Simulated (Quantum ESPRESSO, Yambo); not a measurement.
Planning a run of Yambo 5.3.0 on Sb (buckled honeycomb monolayer). The input:

```
optics
bss
bse
em1s
dipoles
rim_cut
rim_w
RandQpts= 3000000
RandGvec= 100 RL
CUTGeo= "slab z"
RandGvecW= 9 RL
Chimod= "HARTREE"
BSKmod= "SEX"
BSEmod= "resonant"
BSSmod= "d"
BSENGexx= 20 Ry
BSENGBlk= 4 Ry
% BSEQptR
 1 | 1 |
%
% BSEBands
 22 | 26 |
%
% BEnRange
 0 | 5 | eV
%
% BDmRange
 0.05 | 0.05 | eV
%
BEnSteps= 101
% BLongDir
 1 | 0 | 0 |
%
% BndsRnXs
 19 | 47 |
%
NGsBlkXs= 4 Ry
% LongDrXs
 1 | 1 | 0 |
%
% KfnQP_E
 1.032 | 1.0 | 1.0 |
%
WRbsWF
FFTGvecs= 40 Ry
```

```sh
OMP_NUM_THREADS=2 mpirun -n 4 yambo -F bse12.in -J bse12 -C bse12 > bse12.log
```

The stored states that it reads are on a 21×21×1 mesh. The cell holds 2 atoms: 2 Sb. Cell: a = 4.136 Å, b = 4.136 Å, c = 14.000 Å, α = 90.0°, β = 90.0°, γ = 120.0°. Vacuum lies along c.

Q: How long will it take on 4 MPI ranks of Arm Neoverse V2, shared host, and how much memory?

It took 5.3 min; on shared hardware allow 2.6 min to 11 min. Peak host memory was 3 GiB.

The kernel grows as the square of the matrix size, and full diagonalisation as its cube.

[Paths, hosts, dates, memory and timing lines, banners, echoed tables and standing remarks are left out of the program output.]

[Logs are printed without paths, hosts, clocks, repeated set-up lines and the standing remarks that a program may print on its own settings, such as how far it seeks lower states.]

[Runs of the session that timed out or met a known fault of the program may be left out.]

[Hosts, paths, dates, database ids (printed as entryN), source tags and the programs' standing remarks are cut or masked in the printed files.]
